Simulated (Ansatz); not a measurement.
# Al vacancy in Al2O3

All numbers are calculated (PBEsol, collinear spin, no spin-orbit coupling; Ansatz, PAW set soft_2, 420 eV, k-mesh 2×2×2 shifted by half a step), not measured.

The relaxed host crystal (Kohn–Sham gap 6.03 eV over the whole zone):

```xyz
10
Lattice="2.3869 1.3781 4.3383 -2.3869 1.3781 4.3383 0.0000 -2.7562 4.3383" Properties=species:S:1:pos:R:3 pbc="T T T"
Al    0.0000    0.0000    1.9252
Al    0.0000    0.0000    4.5823
Al    0.0000    0.0000    8.4326
Al    0.0000    0.0000   11.0897
O     0.9268    1.3781    7.5920
O    -0.7301    1.4917    5.4229
O     0.7301   -1.4917    7.5920
O    -1.6569    0.1136    7.5920
O     1.6569   -0.1136    5.4229
O    -0.9268   -1.3781    5.4229
```

Supercell of 40 atoms, rows of the matrix [[-1,1,1],[1,-1,1],[1,1,-1]] times the cell vectors; Al vacancy at (0.148, 0.148, 0.148) in fractions of the cell above. Atoms are relaxed at the host's cell, from a start shaken by 0.03 Å near the defect; charged cells sit in a uniform background.

The defect was relaxed in the charges 0, -1, -3. Distances from the empty Al site (Å), by shell of the perfect crystal:

| shell | perfect crystal | state A | state B | state C |
| --- | --- | --- | --- | --- |
| 3 O | 1.86 | 2.00 | 2.03 | 2.02 |
| 3 O | 1.97 | 2.12 | 2.11 | 2.11 |
| 1 Al | 2.66 | 2.46 | 2.45 | 2.45 |
| 3 Al | 2.80 | 2.63 | 2.73 | 2.70 |

| state | moment of the cell (μB) | gap of the cell on the mesh (eV) | carriers |
| --- | --- | --- | --- |
| A | 0.00 | 6.44 | none in the bands |
| B | 3.00 | 0.07 | in a band of the host or near its edge |
| C | 2.00 | 0.13 | none in the bands |

On this mesh the host's own supercell has a gap of 7.12 eV.

Q: Which state has which charge?

A: A has charge -3; B has charge 0; C has charge -1.

At charge 0 a carrier lies in a band of the host or at its edge (levels aligned by the semicore states), so it isn't shown to be bound to the defect (semilocal functionals spread carriers too far and can miss a bound one), and no level is taken from that state. At charge 0 the unpaired electrons sit on atoms with moments (μB): 3 O of 0.36. At charge -1 the unpaired electrons sit on atoms with moments (μB): 3 O of 0.27.

No formation energy is given, since the neutral cell holds a carrier in a band.

Caveats: at charge -3: net starting moment lost; semilocal functionals make gaps too small, which shifts levels too; small supercell, so energies and levels can be off by tenths of an eV; one random start near the defect, so other minima are possible.
